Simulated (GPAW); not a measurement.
Write an ASE script for GPAW 26.7.0 that does the following.

```yaml
Task: single point
Functional: PBE
Potentials_or_basis: GPAW PAW data sets (gpaw-data 1.2.1)
Cutoff: 600 eV
Basis: pw
k_mesh: 10 × 10 × 5
Occupations: gaussian, width 0.011 eV
Spin: no spin polarisation
Maxiter: 150
```

The system is Hf.

```
CELL_PARAMETERS angstrom
3.19670 0.00000 0.00000
-1.59835 2.76842 0.00000
0.00000 0.00000 5.05780
ATOMIC_POSITIONS crystal
Hf 0.66667 0.33333 0.75000
Hf 0.33333 0.66667 0.25000
```

The input as run:

run.py

```python
from ase import Atoms
from ase.dft.bandgap import bandgap
from ase.io import write
from ase.units import Bohr, GPa
from gpaw import GPAW, PW
from gpaw.elf import elf_from_dft_calculation

atoms = Atoms(['Hf', 'Hf'],
              cell=[[3.1967, 0.0, 0.0],
                    [-1.59835, 2.7684234083, 0.0],
                    [0.0, 0.0, 5.0578]],
              scaled_positions=[[0.6666666667, 0.3333333333, 0.75],
                                [0.3333333333, 0.6666666667, 0.25]],
              pbc=True)

calc = GPAW(mode=PW(600),
            xc='PBE',
            kpts={'size': (10, 10, 5), 'gamma': True},
            occupations={'name': 'methfessel-paxton', 'order': 0, 'width': 0.011},
            nbands=24,
            convergence={'density': 1e-05, 'energy': 1e-05},
            maxiter=150,
            txt='gpaw.txt')
atoms.calc = calc
energy = atoms.get_potential_energy()
forces = atoms.get_forces()
stress = atoms.get_stress()
calc.write('gs.gpw')
write('result.traj', atoms)
print(f'Energy: {energy:.6f} eV')
print('Forces (eV/A):')
print(forces.round(4))
print('Stress (GPa):', (stress / GPa).round(3))
print('Fermi level:', round(calc.get_fermi_level(), 4), 'eV')
print(f'Gap: {bandgap(calc)[0]:.4f} eV, direct: {bandgap(calc, direct=True)[0]:.4f} eV')

# fields on the real-space grid
write('density.cube', atoms, data=calc.get_pseudo_density() * Bohr**3)
write('potential.cube', atoms, data=calc.get_electrostatic_potential())
write('elf.cube', atoms, data=elf_from_dft_calculation(calc).data)
```

Potentials or basis: GPAW PAW data sets (gpaw-data 1.2.1), pw.

Launch:

```console
$ OMP_NUM_THREADS=1 python run.py
```

Results of the run:

```yaml
Pressure: 0.9 GPa
Band_gap_on_the_k_mesh: none (metal or under the smearing width)
```

Wall time 33 s on 1 thread of Arm Neoverse V1 (shared host), peak memory 0.18 GiB.
